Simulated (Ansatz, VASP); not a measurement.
Given: the input of a run of Ansatz 0.2.0 on SnSe.

input.yaml

```yaml
crystal:
  lattice:
    - [0.0, 3.01, 3.01]
    - [3.01, 0.0, 3.01]
    - [3.01, 3.01, 0.0]
  atoms:
    - { symbol: Sn, position: [0.0, 0.0, 0.0] }
    - { symbol: Se, position: [0.5, 0.5, 0.5] }
kpoints:
  mp_grid: { grid: [8, 8, 8] }
scf:
  occupations: { method: fermi_dirac, width: 0.05 }
hamiltonian:
  xc: rpbe
  pseudopotentials: { kind: all_electron, lapw: { basis_error: 0.001 } }
output:
  forces: true
  stress: true
relax:
  f_tol: 0.005
  max_steps: 60
  cell: {}
```

Potentials or basis: all-electron LAPW, scalar-relativistic.

Launch:

```bash
$ ansatz run input.yaml --threads 1 --pin off --max-ram 3072MiB --backend cpu --events-out ev --progress --plain --runs-dir out
```

Problem. Translate it to VASP 6.6.1. Potentials there: VASP PAW PBE potentials, release 64 (Sn_d, Se).

Solution. As run (the cutoff follows the program's own potentials):

The input INCAR:

```
ALGO     = Normal         # electronic algorithm
EDIFF    = 1E-6           # SCF threshold, eV
EDIFFG   = -0.005         # ionic threshold
ENCUT    = 600            # plane-wave cutoff, eV
GGA      = RP             # functional
IBRION   = 2              # ionic algorithm
ISIF     = 3              # what is computed and relaxed
ISMEAR   = -1             # smearing method
LASPH    = T              # aspherical terms in the spheres
LCHARG   = F              # write CHGCAR
LREAL    = F              # projectors in reciprocal space
LWAVE    = F              # write WAVECAR
NELM     = 60             # most SCF steps
NSW      = 80             # ionic steps
PREC     = Accurate       # precision mode
SIGMA    = 0.05           # smearing width, eV
```

File KPOINTS:

```
k-points
0
Gamma
  8 8 8
```

Contents of POSCAR:

```
SnSe
1.0
    0.0000000000      3.0100000000      3.0100000000
    3.0100000000      0.0000000000      3.0100000000
    3.0100000000      3.0100000000      0.0000000000
Sn Se
1 1
Direct
    0.0000000000      0.0000000000      0.0000000000
    0.5000000000      0.5000000000      0.5000000000
```

Potentials or basis: VASP PAW PBE potentials, release 64 (Sn_d, Se).

The run is started by

```console
$ cat potpaw_PBE.64/Sn_d/POTCAR potpaw_PBE.64/Se/POTCAR > POTCAR
$ mpirun -np 1 vasp_std > vasp.out
```

Both were run:

|  | VASP | Ansatz | Ansatz less VASP |
| --- | --- | --- | --- |
| relaxed volume (Å³/atom) | 28.75 | 28.74 | -0.013 |
| relaxed cell length with the largest relative difference (Å) | 4.332 | 4.332 | -0.0007 |
| energy change over the relaxation (meV/atom) | -11 | -11 | +0.1 |

Ansatz ran all-electron here, so the differences hold the error of VASP's frozen core and of both bases.

Caveats: the PAW data sets were made with another functional, which shifts forces and pressure a little (VASP). Zero-point motion and thermal expansion aren't in these numbers. RPBE and its kin give volumes clearly too large for solids.
